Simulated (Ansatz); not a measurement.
Recipe of this trial structure of SnO₂: 3-, 6-connected net, the two elements on its two kinds of vertex (Imm2, No. 44). The dimensions are guesses.

```
Sn O
1.0
    -1.47601    2.60165    2.24687
     1.47601   -2.60165    2.24687
     1.47601    2.60165   -2.24687
Sn O
1 2
Cartesian
  1.4760 0.0000 1.6430
  0.0000 3.9287 1.0063
  0.0000 1.2746 1.0063
```

Theory: DFT PBE, scalar-relativistic, plane waves, PAW in Ansatz. Cutoff 420 eV, Gaussian smearing, Γ-centred meshes. Cell and atoms relax first on a coarse mesh and then on a finer one. In between, the cell is made exact in the group found at 0.06 Å. In metals the finer mesh still leaves noise of several meV/atom or more. The steps can't lower the symmetry of their start. No spin polarisation.

A guess keeps its type if space group and coordination stay and the shape of the cell changes little (axis ratios within about 15 %, angles within 6°); the volume may change.

Problem. Will the relaxed cell still be of the starting type?

Solution. It doesn't keep its type. The symmetry goes from Imm2 (No. 44) to Fm-3m (No. 225). The end has the fluorite type. The volume per atom shrinks by 1.4 %, from 11.5 to 11.3 Å³. The shortest distance goes from 2.05 Å (Sn–O) to 2.23 Å (Sn–O). Counting neighbours within 15 % of an atom's shortest distance, the start has O 3, Sn 6 and the end O 4, Sn 8. In detail, at the end Sn is surrounded by 8 O at 2.23 Å; O has 4 Sn at 2.23 Å and 6 O at 2.57 Å.

```cif
data_structure
_symmetry_space_group_name_H-M 'P 1'
_symmetry_Int_Tables_number 1
_cell_length_a 3.6368
_cell_length_b 3.6368
_cell_length_c 3.6368
_cell_angle_alpha 60.000
_cell_angle_beta 60.000
_cell_angle_gamma 60.000
_cell_volume 34.01
loop_
_atom_site_label
_atom_site_type_symbol
_atom_site_fract_x
_atom_site_fract_y
_atom_site_fract_z
_atom_site_occupancy
Sn1 Sn 0.50000 0.50000 0.50000 1
O1 O 0.75000 0.75000 0.75000 1
O2 O 0.25000 0.25000 0.25000 1
```

The last run used an 18×18×18 mesh for its 3-atom cell and Gaussian smearing of 0.10 eV. Symmetry constrained the relaxation, so the result can be a saddle point.
